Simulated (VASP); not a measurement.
# Ti in VASP: further runs, part 2 of 2

VASP 6.6.1. The steps go on from the part before.

## Step 5: Single point, LDA

INCAR

```
SYSTEM = Ti
ALGO = Normal
DIPOL = 0.5 0.5 0.500
EDIFF = 1E-7
ENCUT = 400
IDIPOL = 3
ISIF = 2
ISMEAR = 1
LASPH = .TRUE.
LCHARG = .FALSE.
LDIPOL = .TRUE.
LREAL = .FALSE.
LVACPOTAV = .TRUE.
LVHAR = .TRUE.
LWAVE = .FALSE.
NBANDS = 50
NELM = 120
PREC = Accurate
SIGMA = 0.1
```

KPOINTS

```
k-points
0
G
  16 16 1
  0 0 0
```

POSCAR

```
Ti
1.0
    2.9499978604      0.0000000000      0.0000000000
   -1.4749989302      2.5547730882      0.0000000000
    0.0000000000      0.0000000000     21.7150000000
Ti
6
Direct
    0.6666666667      0.3333333334      0.2302555837
    0.3333333333      0.6666666666      0.3381533502
    0.6666666667      0.3333333334      0.4460511167
    0.3333333333      0.6666666666      0.5539488833
    0.6666666667      0.3333333334      0.6618466498
    0.3333333333      0.6666666666      0.7697444163
```

Potentials or basis: VASP PAW LDA potentials, release 64 (Ti_sv).

On the command line:

```bash
$ cat potpaw_LDA.64/Ti_sv/POTCAR > POTCAR
$ mpirun -np 1 vasp_std > vasp.out
```

OUTCAR:

```text
SYSTEM = Ti
   EDIFF = 1E-7
   ENCUT = 400
   ISIF = 2
   ISMEAR = 1
   LASPH = .TRUE.
   LREAL = .FALSE.
   NELM = 120
   PREC = Accurate

 Found     30 irreducible k-points:

 Following reciprocal coordinates:
            Coordinates               Weight
  0.000000  0.000000  0.000000      1.000000
  0.062500 -0.000000  0.000000      6.000000
  0.125000 -0.000000  0.000000      6.000000
  0.187500  0.000000  0.000000      6.000000
  0.250000 -0.000000  0.000000      6.000000
  0.312500  0.000000  0.000000      6.000000
   k-points           NKPTS =     30   k-points in BZ     NKDIM =     30   number of bands    NBANDS=     50
   number of dos      NEDOS =    301   number of ions     NIONS =      6
   total plane-waves  NPLWV =  57600
   dimension x,y,z NGX =    20 NGY =   20 NGZ =  144
   dimension x,y,z NGXF=    40 NGYF=   40 NGZF=  288
   ions per type =               6
   NGX,Y,Z   is equivalent  to a cutoff of  11.27, 11.27, 11.02 a.u.
   NGXF,Y,Z  is equivalent  to a cutoff of  22.54, 22.54, 22.05 a.u.
 SYSTEM =  Ti
   PREC   = accura    normal or accurate (medium, high low for compatibility)
   ISTART =      0    job   : 0-new  1-cont  2-samecut
   ICHARG =      2    charge: 1-file 2-atom 10-const
   ISPIN  =      1    spin polarized calculation?
   LNONCOLLINEAR =      F non collinear calculations
   LSORBIT =      F    spin-orbit coupling
   LASPH  =      T    aspherical Exc in radial PAW
   ENCUT  =  400.0 eV  29.40 Ry    5.42 a.u.   4.81  4.81 35.41*2*pi/ulx,y,z
   NELM   =    120;   NELMIN=  2; NELMDL= -5     # of ELM steps
   EDIFF  = 0.1E-06   stopping-criterion for ELM
   LREAL  =      F    real-space projection
   EDIFFG = 0.1E-05   stopping-criterion for IOM
   NSW    =      0    number of steps for IOM
   IBRION =     -1    ionic relax: 0-MD 1-quasi-New 2-CG
   NFREE  =      0    steps in history (QN), initial steepest desc. (CG)
   ISIF   =      2    stress and relaxation
   ISYM   =      2    0-nonsym 1-usesym 2-fastsym
   POTIM  = 0.5000    time-step for ionic-motion
   TEBEG  =    0.0;   TEEND  =   0.0 temperature during run
   PSTRESS=    0.0 pullay stress
   NELECT =      72.0000    total number of electrons
   NUPDOWN=      -1.0000    fix difference up-down
   EMIN   =  10.00;   EMAX   =-10.00  energy-range for DOS
   EFERMI =   0.00;   METHOD = LEGACY
   ISMEAR =     1;   SIGMA  =   0.10  broadening in eV -4-tet -1-fermi 0-gaus
[... 16 lines left out ...]
 Methfessel and Paxton  Order N= 1 SIGMA  =   0.10
  energy-cutoff  :      400.00
  volume of cell :      163.66
 maximum number of plane-waves:      2995
 NGX is ok and might be reduce to    20
   NGX =  9   NGY =  9   NGZ = 71

 dipolmoment           0.000000      0.000000     -0.000000 electrons x Angstroem

 number of electron      72.0000012 magnetization

 dipolmoment           0.000000      0.000000      0.000000 electrons x Angstroem

 Free energy of the ion-electron system (eV)
  ---------------------------------------------------
  ext. energy  EPLUGINS =         0.00000000
  ---------------------------------------------------
  free energy    TOTEN  =       -48.70095123 eV

  energy without entropy =      -48.70334874  energy(sigma->0) =      -48.70175040

 E-fermi :   3.6619     XC(G=0):  -8.5083

 val. band max:        3.6516542726   @ k =   0.3125   0.0000   0.0000
 cond. band min:       3.6653734995   @ k =   0.2500   0.2500   0.0000
 fundamental gap:      0.0137192269
 Fermi energy:         3.6619115739

 k-point     1 :       0.0000    0.0000    0.0000
  band No.  band energies     occupation
      1     -52.6263      2.00000
      2     -52.6262      2.00000
      3     -52.4996      2.00000
      4     -52.4519      2.00000
      5     -52.4049      2.00000
      6     -52.3847      2.00000
[... 295 lines left out ...]
     47       5.5837     -0.00000
     48       5.5948     -0.00000

 [... further k-points ...]

 [bands above 48 left out]

------------------------ aborting loop because EDIFF is reached ----------------------------------------

  FORCE on cell =-STRESS in cart. coord.  units (eV):
  Direction    XX          YY          ZZ          XY          YZ          ZX
  --------------------------------------------------------------------------------------
  -------------------------------------------------------------------------------------
  Total       -8.3751802     -8.3751802     -8.4792275      0.0000000     -0.0000000      0.0000000
  in kB      -81.9918862    -81.9918862    -83.0104953      0.0000000     -0.0000000      0.0000000
  external PRESSURE =     -82.3314226 kB  Pullay stress =       0.0000000 kB

 VOLUME and BASIS-vectors are now :
 -----------------------------------------------------------------------------
  energy-cutoff  :      400.00
  volume of cell :      163.66
      direct lattice vectors                 reciprocal lattice vectors
     2.949997860  0.000000000  0.000000000     0.338983297  0.195712098  0.000000000
    -1.474998930  2.554773088  0.000000000     0.000000000  0.391424195  0.000000000
     0.000000000  0.000000000 21.715000000     0.000000000  0.000000000  0.046051117

 POSITION                                       TOTAL-FORCE (eV/Angst)
 -----------------------------------------------------------------------------------
      1.47500      0.85159      5.00000        -0.000000      0.000000      1.037723
     -0.00000      1.70318      7.34300         0.000000      0.000000     -0.612511
      1.47500      0.85159      9.68600        -0.000000     -0.000000      0.064170
     -0.00000      1.70318     12.02900         0.000000      0.000000     -0.064170
      1.47500      0.85159     14.37200        -0.000000      0.000000      0.612511
     -0.00000      1.70318     16.71500         0.000000      0.000000     -1.037723
 -----------------------------------------------------------------------------------
    total drift:                                0.000000      0.000000      0.000000

  FREE ENERGIE OF THE ION-ELECTRON SYSTEM (eV)
  ---------------------------------------------------
  free  energy   TOTEN  =       -48.7009512278 eV

  energy  without entropy=      -48.7033487450  energy(sigma->0) =      -48.70175040
```

OSZICAR:

```text
N       E                     dE             d eps       ncg     rms          rms(c)
DAV:   1     0.879974694326E+03    0.87997E+03   -0.33805E+04  3216   0.140E+03
DAV:   2     0.666291909228E+02   -0.81335E+03   -0.79439E+03  3084   0.476E+02
DAV:   3    -0.375790507376E+02   -0.10421E+03   -0.10064E+03  4770   0.151E+02
[... 17 lines left out ...]
DAV:  21    -0.487009459414E+02   -0.41966E-05   -0.10463E-05  4152   0.223E-02    0.635E-03
DAV:  22    -0.487009504469E+02   -0.45056E-05   -0.75276E-06  3824   0.162E-02    0.306E-03
DAV:  23    -0.487009509722E+02   -0.52525E-06   -0.15579E-06  3048   0.741E-03    0.948E-04
DAV:  24    -0.487009512216E+02   -0.24940E-06   -0.16035E-07  2176   0.282E-03    0.321E-04
DAV:  25    -0.487009512278E+02   -0.61991E-08   -0.33548E-08  2024   0.124E-03
   1 F= -.48700951E+02 E0= -.48701750E+02  d E =0.239752E-02
```

It took 5.2 min on 1 thread of AMD EPYC 7R13 (Zen 3), shared host; peak memory 0.22 GiB.

The run converged, but some of its settings lie outside the range that counts as converged, so its numbers aren't taken as properties of the slab.

Results:

```yaml
Free_energy: -48.7010 eV
Largest_force: 1.038 eV/Å
Band_gap_on_the_k_mesh: none (metal or under the smearing width)
```

## Step 6: Single point, LDA

This run uses another cell than the first one, of 29.79 Å³/atom, 1.092 times its volume.

Edit INCAR of step 5 so:

```diff
@@ -4,3 +4,3 @@
 EDIFF = 1E-7
-ENCUT = 400
+ENCUT = 600
 IDIPOL = 3
```

KPOINTS

```
k-points
0
G
  13 13 1
  0 0 0
```

POSCAR

```
Ti
1.0
    2.9499978604      0.0000000000      0.0000000000
   -1.4749989302      2.5547730882      0.0000000000
    0.0000000000      0.0000000000     23.7150000000
Ti
6
Direct
    0.6666666667      0.3333333334      0.2530044276
    0.3333333333      0.6666666666      0.3518026565
    0.6666666667      0.3333333334      0.4506008855
    0.3333333333      0.6666666666      0.5493991145
    0.6666666667      0.3333333334      0.6481973435
    0.3333333333      0.6666666666      0.7469955724
```

Potentials or basis: VASP PAW LDA potentials, release 64 (Ti_sv).

On the command line:

```bash
$ cat potpaw_LDA.64/Ti_sv/POTCAR > POTCAR
$ mpirun -np 1 vasp_std > vasp.out
```

Run time: 7.7 min. Hardware: 1 thread of AMD EPYC 7R13 (Zen 3), shared host; peak memory 0.31 GiB.

The run converged, but some of its settings lie outside the range that counts as converged, so its numbers aren't taken as properties of the slab.

What came out:

```yaml
Free_energy: -48.7360 eV
Largest_force: 1.036 eV/Å
Band_gap_on_the_k_mesh: none (metal or under the smearing width)
Work_function_of_the_upper_face: 4.63 eV
Work_function_of_the_lower_face: 4.63 eV
```
